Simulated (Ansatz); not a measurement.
MgO: single point with PBE

**Experimental background.**

From “Electronic structure of alkaline earth and post-transition metal oxides”, 2009, arxiv:0908.1581, for a bulk crystal of MgO: band gap 7.83 eV.

MgO:

```
CELL_PARAMETERS angstrom
0.00000 2.09700 2.09700
2.09700 0.00000 2.09700
2.09700 2.09700 0.00000
ATOMIC_POSITIONS crystal
Mg 0.00000 0.00000 0.00000
O 0.50000 0.50000 0.50000
```

The cell is a database's computed one.

| Property | Result |
| --- | --- |
| Program | Ansatz 0.2.0 |
| Task | single point |
| Functional | PBE |
| Potentials or basis | all-electron LAPW, scalar-relativistic |
| Cutoff | 316 eV (chosen from the basis error) |
| Basis error allowed | 0.001 eV/atom |
| k mesh | 11 × 11 × 11 |
| Occupations | gaussian, width 0.015 eV |
| Spin | no spin polarisation |

```
Pressure               : 7.0 GPa
Band gap on the k mesh : 4.86 eV, direct
```

Levels at points of the mesh, in eV from the valence-band top:
| k point | band 5 | band 6 | band 7 | band 8 | band 9 | band 10 | band 11 | band 12 | band 13 |
| --- | --- | --- | --- | --- | --- | --- | --- | --- | --- |
| (0.00, 0.00, 0.00) | -38.99 | -17.31 | 0.00 | 0.00 | 0.00 | 4.86 | 15.89 | 15.89 | 15.89 |

It took 5.7 s on 1 thread of Arm Neoverse V1, with other jobs on the host, peak memory 0.27 GiB.

Measured gap of MgO: 7.83 eV (quoted in “Electronic structure of alkaline earth and post-transition metal oxides”, 2009, arxiv:0908.1581). This calculation gives 4.86 eV (-2.97 eV). The value is that of PBE, without temperature or zero-point motion. Semilocal functionals fall short of measured gaps as a rule. The cell is a database's relaxed one, not the measured one, which moves gaps too.
